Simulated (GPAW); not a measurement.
The system is Al.

```xyz
1
Lattice="0.0000 2.0248 2.0248 2.0248 0.0000 2.0248 2.0248 2.0248 0.0000" Properties=species:S:1:pos:R:3 pbc="T T T"
Al    0.0000    0.0000    0.0000
```

| Property | Result |
| --- | --- |
| Program | GPAW 26.7.0 |
| Task | relaxation of cell and atoms |
| Functional | PBEsol |
| Dispersion | D3(BJ) |
| Potentials or basis | PAW data sets generated in the run's folder for this functional |
| Cutoff | 600 eV |
| Basis | pw |
| k mesh | 11 × 11 × 11 |
| Occupations | fermi-dirac, width 0.05 eV |
| Spin | no spin polarisation |

At the start: pressure -4.9 GPa; volume 16.60 Å³/atom.

Problem. How do energy, volume and symmetry change on relaxing?

Solution. Over 4 steps the energy falls by 15.8 meV/atom and the volume is 15.63 Å³/atom (-5.9 %); space group Fm-3m (No. 225, to 0.05 Å).

The path:
```csv
step,energy change (eV),largest force (eV/Å),pressure (GPa),volume (Å³)
1,0.0000,0.0000,-4.88,16.60
2,-0.0091,0.0000,-3.29,16.25
3,-0.0157,0.0000,0.27,15.58
4,-0.0158,0.0000,-0.01,15.63
```

Final structure:
```
Al
1.0
     0.00000    1.98431    1.98431
     1.98431    0.00000    1.98431
     1.98431    1.98431    0.00000
Al
1
Direct
  0.00000 0.00000 0.00000
```

The cell as given is a measured one (16.60 Å³/atom); PBEsol+D3(BJ) puts the equilibrium volume -5.9 % from it, thermal expansion not counted.

Caveat: later steps reuse the first step's grids; pairwise dispersion overbinds metals, which lowers pressure and volume.
